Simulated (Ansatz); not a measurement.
Theory: DFT PBE, scalar-relativistic, plane waves, PAW in Ansatz 0.2.0. Settings: cutoff 420 eV, Γ-centred meshes spaced at most about 0.3 Å⁻¹ (2π included), Gaussian smearing. No spin polarisation in the final relaxations.

All energies are static (0 K, no zero-point motion). Both are relaxed sheets, periodic along a and b.

Two forms of ZnS were relaxed alike.

A.

```cif
data_structure
_symmetry_space_group_name_H-M 'P 1'
_symmetry_Int_Tables_number 1
_cell_length_a 5.9331
_cell_length_b 3.9956
_cell_length_c 26.5047
_cell_angle_alpha 90.000
_cell_angle_beta 90.000
_cell_angle_gamma 90.000
_cell_volume 628.33
loop_
_atom_site_label
_atom_site_type_symbol
_atom_site_fract_x
_atom_site_fract_y
_atom_site_fract_z
_atom_site_occupancy
Zn1 Zn 0.00000 0.50000 0.28777 1
S1 S 0.00000 0.00000 0.31590 1
```

B.

```cif
data_structure
_symmetry_space_group_name_H-M 'P 1'
_symmetry_Int_Tables_number 1
_cell_length_a 3.5055
_cell_length_b 3.5055
_cell_length_c 29.3725
_cell_angle_alpha 90.000
_cell_angle_beta 90.000
_cell_angle_gamma 90.000
_cell_volume 360.93
loop_
_atom_site_label
_atom_site_type_symbol
_atom_site_fract_x
_atom_site_fract_y
_atom_site_fract_z
_atom_site_occupancy
Zn1 Zn 0.50000 0.00000 0.25509 1
Zn2 Zn 0.00000 0.50000 0.32368 1
S1 S 0.00000 0.50000 0.24071 1
S2 S 0.50000 0.00000 0.33806 1
```

Question: Which would you expect to be lower, and how large is the difference?

Answer: B is lower, by 0.42 eV/atom. A has layer group pmm2 (No. 23), 11.9 Å²/atom and a gap of 2.34 eV on its mesh; B has layer group p4/nmm (No. 64), 3.1 Å²/atom and a gap of 0.66 eV. Counting S atoms around Zn (those within 1.25 times the shortest such distance or 1.15 times the sum of covalent radii), A has Zn 2 and B has Zn 5. Both come from invented guesses. A third cell relaxed alike, in p-3m1, lies 222 meV/atom below the lower of the two; the p4/nmm cell fell into it when its atoms were moved at random.

No dispersion correction is applied, so the spacing and binding between layers, chains or molecules are poorly described (pmm2), and this can change margins and order among such cells. Kohn–Sham gaps at this level usually fall short of measured ones. Cells relaxed within their symmetry can be saddle points.
